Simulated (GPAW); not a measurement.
# Ti (Fm-3m) in GPAW: band structure with LDA

Aim: the band structure of Ti with LDA.

Everything below comes from runs of GPAW 26.7.0. Logs are shortened: lines on timing, memory, paths and dates and some standing lists are left out, and cuts for length are marked. The log counts tension as positive stress, the text compression.

## Step 1: The crystal as given

The structure is cubic, space group Fm-3m (No. 225). Conventional cell: a = 4.060 Å, b = 4.060 Å, c = 4.060 Å, α = 90.00°, β = 90.00°, γ = 90.00°. Around Ti (site symmetry m-3m) lie 12 Ti at 2.87 Å.

This isn't the form of Ti at room conditions, which is hcp.

## Step 2: Band structure, LDA

Input file run.py:

```python
from ase.dft.bandgap import bandgap
from ase.io import read, write
from ase.units import GPa
from gpaw import GPAW, PW

atoms = read('POSCAR')

calc = GPAW(mode=PW(600),
            xc='LDA',
            kpts={'size': (11, 11, 11), 'gamma': True},
            occupations={'name': 'methfessel-paxton', 'width': 0.2, 'order': 1},
            nbands=14,
            convergence={'density': 1e-05, 'energy': 1e-05},
            maxiter=150,
            txt='gpaw.txt')
atoms.calc = calc
energy = atoms.get_potential_energy()
forces = atoms.get_forces()
stress = atoms.get_stress()
calc.write('gs.gpw')
write('result.traj', atoms)
print(f'Energy: {energy:.6f} eV')
print('Forces (eV/A):')
print(forces.round(4))
print('Stress (GPa):', (stress / GPa).round(3))
print('Fermi level:', round(calc.get_fermi_level(), 4), 'eV')
print(f'Gap: {bandgap(calc)[0]:.4f} eV, direct: {bandgap(calc, direct=True)[0]:.4f} eV')

path = atoms.cell.bandpath('GXWKGLUWLK,UX', npoints=80, eps=1e-4)
bs_calc = calc.fixed_density(kpts=path, symmetry='off', nbands=21,
                             convergence={'bands': 'CBM+6.0', 'eigenstates': 1e-6}, txt='bands.txt')
bs = bs_calc.band_structure()
bs.write('bs.json')
print(f'Gap on the path: {bandgap(bs_calc)[0]:.4f} eV')
```

Input file POSCAR:

```
Ti
1.0
    0.0000000000      2.0300000000      2.0300000000
    2.0300000000      0.0000000000      2.0300000000
    2.0300000000      2.0300000000      0.0000000000
Ti
1
Direct
    0.0000000000      0.0000000000      0.0000000000
```

Potentials or basis: the program's PAW data sets (release 1.2.1) made for this functional, pw.

Started as:

```sh
> OMP_NUM_THREADS=1 python run.py
```

gpaw.txt:

```text
__  _  _
 | _ |_)|_||  |
 |__||  | ||/\| - 26.7.0

Input parameters:
  mode=PW(ecut=600.0),
  convergence={'density': 1e-05, 'energy': 1e-05},
  kpts=MonkhorstPack(size=(11, 11, 11), gamma=True),
  maxiter=150,
  nbands=14,
  occupations=Occupations(name='methfessel-paxton', width=0.2, order=1),
  xc=XC(name='LDA')

Diagonalizing LCAO Hamiltonian
Converting LCAO to pw mode

       Ti

Atoms  # Å, Bohr magnetons
|   | symbol |        x |        y |        z |    initial magnetic moments |
|---|--------|----------|----------|----------|-----------------------------|
| 0 |     Ti | 0.000000 | 0.000000 | 0.000000 | ( 0.0000,  0.0000,  0.0000) |

Unit cell  # Å
| periodic |        x |        y |        z |  lengths |    angles |
|----------|----------|----------|----------|----------|-----------|
|      yes | 0.000000 | 2.030000 | 2.030000 | 2.870854 | 60.000000 |
|      yes | 2.030000 | 0.000000 | 2.030000 | 2.870854 | 60.000000 |
|      yes | 2.030000 | 2.030000 | 0.000000 | 2.870854 | 60.000000 |

Number of symmetries: 48
Symmetry operations  # r_c * U_cc + t_c -> r_c
|    | kind |            matrix            |
|----|------|------------------------------|
|  0 |  σ   |  1, 0, 0,  1, 0,-1,  1,-1, 0 |
|  1 |  C2  |  1, 0, 0,  1,-1, 0,  1, 0,-1 |
|  2 |  E   |  1, 0, 0,  0, 1, 0,  0, 0, 1 |
|  3 |  σ   |  1, 0, 0,  0, 0, 1,  0, 1, 0 |
|  4 |  C4  |  1, 0,-1,  1, 0, 0,  1,-1, 0 |
|  5 |  S6  |  1, 0,-1,  1,-1, 0,  1, 0, 0 |
|  6 |  σ   |  1, 0,-1,  0, 1,-1,  0, 0,-1 |
|  7 |  C3  |  1, 0,-1,  0, 0,-1,  0, 1,-1 |
|  8 |  S6  |  1,-1, 0,  1, 0, 0,  1, 0,-1 |
|  9 |  C4  |  1,-1, 0,  1, 0,-1,  1, 0, 0 |
| 10 |  C3  |  1,-1, 0,  0,-1, 1,  0,-1, 0 |
| 11 |  σ   |  1,-1, 0,  0,-1, 0,  0,-1, 1 |
| 12 |  σ   |  0, 1, 0,  1, 0, 0,  0, 0, 1 |
| 13 |  C4  |  0, 1, 0,  0, 1,-1, -1, 1, 0 |
| 14 |  C3  |  0, 1, 0,  0, 0, 1,  1, 0, 0 |
| 15 |  S6  |  0, 1, 0, -1, 1, 0,  0, 1,-1 |
| 16 |  C2  |  0, 1,-1,  1, 0,-1,  0, 0,-1 |
| 17 |  σ   |  0, 1,-1,  0, 1, 0, -1, 1, 0 |
| 18 |  S4  |  0, 1,-1,  0, 0,-1,  1, 0,-1 |
| 19 |  C4  |  0, 1,-1, -1, 1, 0,  0, 1, 0 |
| 20 |  C3  |  0, 0, 1,  1, 0, 0,  0, 1, 0 |
| 21 |  σ   |  0, 0, 1,  0, 1, 0,  1, 0, 0 |
| 22 |  S6  |  0, 0, 1,  0,-1, 1, -1, 0, 1 |
| 23 |  C4  |  0, 0, 1, -1, 0, 1,  0,-1, 1 |
| 24 |  S4  |  0, 0,-1,  1, 0,-1,  0, 1,-1 |
| 25 |  C3  |  0, 0,-1,  0, 1,-1,  1, 0,-1 |
| 26 |  C2  |  0, 0,-1,  0,-1, 0, -1, 0, 0 |
| 27 |  S6  |  0, 0,-1, -1, 0, 0,  0,-1, 0 |
| 28 |  S4  |  0,-1, 1,  1,-1, 0,  0,-1, 0 |
| 29 |  C4  |  0,-1, 1,  0, 0, 1, -1, 0, 1 |
| 30 |  C2  |  0,-1, 1,  0,-1, 0,  1,-1, 0 |
| 31 |  σ   |  0,-1, 1, -1, 0, 1,  0, 0, 1 |
| 32 |  C3  |  0,-1, 0,  1,-1, 0,  0,-1, 1 |
| 33 |  S6  |  0,-1, 0,  0, 0,-1, -1, 0, 0 |
| 34 |  S4  |  0,-1, 0,  0,-1, 1,  1,-1, 0 |
| 35 |  C2  |  0,-1, 0, -1, 0, 0,  0, 0,-1 |
| 36 |  C2  | -1, 1, 0,  0, 1, 0,  0, 1,-1 |
| 37 |  S6  | -1, 1, 0,  0, 1,-1,  0, 1, 0 |
| 38 |  S4  | -1, 1, 0, -1, 0, 1, -1, 0, 0 |
| 39 |  C3  | -1, 1, 0, -1, 0, 0, -1, 0, 1 |
| 40 |  S6  | -1, 0, 1,  0, 0, 1,  0,-1, 1 |
| 41 |  C2  | -1, 0, 1,  0,-1, 1,  0, 0, 1 |
| 42 |  C3  | -1, 0, 1, -1, 1, 0, -1, 0, 0 |
| 43 |  S4  | -1, 0, 1, -1, 0, 0, -1, 1, 0 |
| 44 |  C2  | -1, 0, 0,  0, 0,-1,  0,-1, 0 |
| 45 |  i   | -1, 0, 0,  0,-1, 0,  0, 0,-1 |
| 46 |  σ   | -1, 0, 0, -1, 1, 0, -1, 0, 1 |
| 47 |  C2  | -1, 0, 0, -1, 0, 1, -1, 1, 0 |

BZ-sampling:
  Number of BZ points: 1331
  Number of IBZ points: 56

  Monkhorst-Pack size: [11, 11, 11]
  Monkhorst-Pack shift: [0, 0, 0]

K-points  # in reciprocal-cell coordinates
|     |                                coordinates |     weight |
|-----|--------------------------------------------|------------|
|   0 | (  0.00000000,   0.00000000,   0.00000000) | 0.00075131 |
|   1 | (  0.09090909,   0.09090909,   0.00000000) | 0.00450789 |
|   2 | (  0.09090909,   0.09090909,   0.09090909) | 0.00601052 |
|   3 | (  0.18181818,   0.09090909,   0.09090909) | 0.00901578 |
|   4 | (  0.18181818,   0.18181818,   0.00000000) | 0.00450789 |
|   5 | (  0.18181818,   0.18181818,   0.09090909) | 0.01803156 |
|   6 | (  0.18181818,   0.18181818,   0.18181818) | 0.00601052 |
|   7 | (  0.27272727,   0.18181818,   0.09090909) | 0.01803156 |
|   8 | (  0.27272727,   0.18181818,   0.18181818) | 0.01803156 |
|   9 | (  0.27272727,   0.27272727,   0.00000000) | 0.00450789 |
| ... |                                            |            |
|  55 | (  0.45454545,   0.45454545,   0.45454545) | 0.00601052 |

Plane wave coefficients: 568
Cutoff: 600.0 eV

Spin-components: 1 (collinear spins)
Bands:           14
Projectors:      6
Spin-degeneracy: 2
Datatype:        complex128

Parallelization:
  kpt:    1
  domain: 1
  band:   1

Density:
  Valence electrons: 12.0
  Components: 1
  Grid points: [18 18 18]
  Charge: 0.0  # |e|

Potential:
  Grid points: [18 18 18]

species:
  Ti:
    name:    Titanium
    Z:       22.0
    valence: 12
    core:    10
    charge:  0.0  # [|e|]
    compensation charges:
      type: gauss
      rc: 0.38  # [Å]
      lmax: 2
    cutoffs:
      filter: 2.23  # [Å]
      core: 1.02  # [Å]
    projectors
    | kind |    occ | energy [eV] | rcut [Å] |
    |------|--------|-------------|----------|
    |   3s |  2.000 |     -62.257 |    1.270 |
    |   4s |  2.000 |      -4.593 |    1.270 |
    |   3p |  6.000 |     -38.791 |    1.058 |
    |   4p |  0.000 |      -1.536 |    1.058 |
    |   3d |  2.000 |      -4.463 |    1.058 |
    |    d |        |      22.748 |    1.058 |

    Using partial waves for Ti as LCAO basis

Reference energy: -23173.949059  # eV

eigensolver:
  PPCG
  Converge bands: occupied
  niter=2

density mixing:
  MSR1-Mixer
  Pratt-step length: 0.05
  Maximum mixing coefficient: 0.75
  Old densities: 10
  SVD Regularization: 0.005
  Good broyden scale: 1.0
  Trust region scale: 1.0
  Backstep threshold: 4.0
  History deletion threshold: 6.0
  Fourier metric: weight=20.0, sigma=0.015

occupation numbers:
  Methfessel-Paxton:
    width: 0.2000  # eV
    order: 1

poisson solver:
  ecut: 4800.0  # eV

xc functional:
  name: None

convergence criteria:
- Maximum integral of absolute [dens]ity change: 1e-05 electrons / valence electron
- Maximum [total energy] change in last 3 cyles: 1e-05 eV / valence electron
- Maximum integral of absolute [eigenst]ate change: 4e-08 eV^2 / valence electron
maximum number of iterations: 150

SCF iterations
|iter     | |      energy | eigst |  dens |
|---------|-|-------------|-------|-------|
|iter:   1| |   -7.600889 | -0.20 |       |
|iter:   2| |   -7.552662 | -2.94 | -1.28 |
|iter:   3| |   -7.402973 | -1.95 | -1.33 |
|iter:   4| |   -7.406217 | -4.03 | -2.08 |
|iter:   5| |   -7.407619 | -4.33 | -2.38 |
|iter:   6| |   -7.407627 | -6.57 | -3.70 |
|iter:   7| |   -7.407625c| -7.30 | -3.99 |
|iter:   8| |   -7.407626c| -9.00c| -5.39c|

Converged in 8 steps
Energy contributions relative to reference atoms: (reference = -23173.949059)

Energy contributions:
  Kinetic:           5.053534
  Coulomb:          -4.548568
  Zero:             -0.006323
  External:          0.000000
  Xc:               -7.909337
  Entropy:           0.004603
  Spinorbit:         0.000000
  ----------------------------
  Free energy:      -7.406091
  Extrapolated:     -7.407626

dipole moment: (-12.971007, -12.971007, -12.971007)  # |e|*Ang

Fermi level: 8.536
Eigenvalues  # (at kpt = [0.000, 0.000, 0.000])
| band index |      eig [eV] | occ [0-2] |
|------------|---------------|-----------|
|          0 |       -47.493 |     2.000 |
|          1 |       -23.625 |     2.000 |
|          2 |       -23.625 |     2.000 |
|          3 |       -23.625 |     2.000 |
|          4 |         2.445 |     2.000 |
|          5 |         9.412 |    -0.000 |
|          6 |         9.412 |    -0.000 |
|          7 |         9.412 |    -0.000 |
|          8 |        11.104 |    -0.000 |
|          9 |        11.104 |    -0.000 |
|         10 |        24.109 |     0.000 |
|         11 |        28.710 |     0.000 |
|         12 |        28.710 |     0.000 |
|         13 |        28.710 |     0.000 |

No gap
No difference between direct/indirect transitions

Forces  # eV/Ang
|       x |        y |        z |
|---------|----------|----------|
| 0.00000 | -0.00000 | -0.00000 |  # Ti   0

Stress tensor  # eV/Ang^3
|        x |        y |        z |
|----------|----------|----------|
| 0.035205 | 0.000000 | 0.000000 |
| 0.000000 | 0.035205 | 0.000000 |
| 0.000000 | 0.000000 | 0.035205 |

# Writing to gs.gpw (mode='')
```

It took 16 s on 1 thread of Arm Neoverse V2, shared host; peak memory 0.17 GiB.

What came out:

- Free energy: -7.4061 eV
- Pressure: -5.6 GPa
- Band gap along the path: none (metal or under the smearing width)

Levels at the corners of the path, in eV from the Fermi level:
| point | band 3 | band 4 | band 5 | band 6 | band 7 | band 8 | band 9 | band 10 |
| --- | --- | --- | --- | --- | --- | --- | --- | --- |
| Γ | -32.16 | -32.16 | -6.09 | 0.88 | 0.88 | 0.88 | 2.57 | 2.57 |
| X | -32.43 | -32.43 | -2.72 | -1.83 | 3.06 | 3.70 | 4.05 | 4.05 |
| W | -32.66 | -32.45 | -1.62 | -0.39 | -0.39 | 2.17 | 4.05 | 8.76 |
| K | -32.61 | -32.38 | -1.83 | -1.27 | 0.74 | 2.66 | 3.60 | 7.52 |
| Γ | -32.16 | -32.16 | -6.09 | 0.88 | 0.88 | 0.88 | 2.57 | 2.57 |
| L | -32.26 | -32.26 | -2.66 | 0.73 | 0.73 | 0.81 | 3.74 | 3.74 |
| U | -32.61 | -32.38 | -1.83 | -1.27 | 0.74 | 2.66 | 3.60 | 7.52 |
| W | -32.66 | -32.45 | -1.62 | -0.39 | -0.39 | 2.17 | 4.05 | 8.76 |
| L | -32.26 | -32.26 | -2.66 | 0.73 | 0.73 | 0.81 | 3.74 | 3.74 |
| K | -32.61 | -32.38 | -1.83 | -1.27 | 0.74 | 2.66 | 3.60 | 7.52 |
| U | -32.61 | -32.38 | -1.83 | -1.27 | 0.74 | 2.66 | 3.60 | 7.52 |
| X | -32.43 | -32.43 | -2.72 | -1.83 | 3.06 | 3.70 | 4.05 | 4.05 |

Caveat: this smearing can pin the Fermi level at a band edge.
